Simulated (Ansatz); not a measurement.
All numbers below come from DFT, revPBE, plane waves (420 eV) with PAW, scalar-relativistic in Ansatz 0.2.0. The PAW files were generated under PBE, with cores re-solved for the functional.

An element in the fcc structure gives this curve. The cell is scaled uniformly from the relaxed one, with fractional coordinates and shape fixed. Energies are extrapolated to zero smearing, pressures are those at the given smearing. Magnetic state: spin not included.

```json
{"V (Å³/atom)": "20.898", "E − E₀ (meV/atom)": "44.5", "P (GPa)": "5.58"}
{"V (Å³/atom)": "21.848", "E − E₀ (meV/atom)": "18.4", "P (GPa)": "3.35"}
{"V (Å³/atom)": "22.798", "E − E₀ (meV/atom)": "4.3", "P (GPa)": "1.53"}
{"V (Å³/atom)": "23.748", "E − E₀ (meV/atom)": "0.0", "P (GPa)": "0.04"}
{"V (Å³/atom)": "24.698", "E − E₀ (meV/atom)": "3.8", "P (GPa)": "-1.19"}
{"V (Å³/atom)": "25.648", "E − E₀ (meV/atom)": "14.1", "P (GPa)": "-2.19"}
{"V (Å³/atom)": "26.598", "E − E₀ (meV/atom)": "29.9", "P (GPa)": "-3.01"}
```

**Question.** Which element is it?
A. germanium
B. lithium
C. antimony
D. magnesium

**Answer.** D. Its fit is V₀ = 23.75 Å³/atom, B₀ = 34 GPa, B₀′ = 4.0.
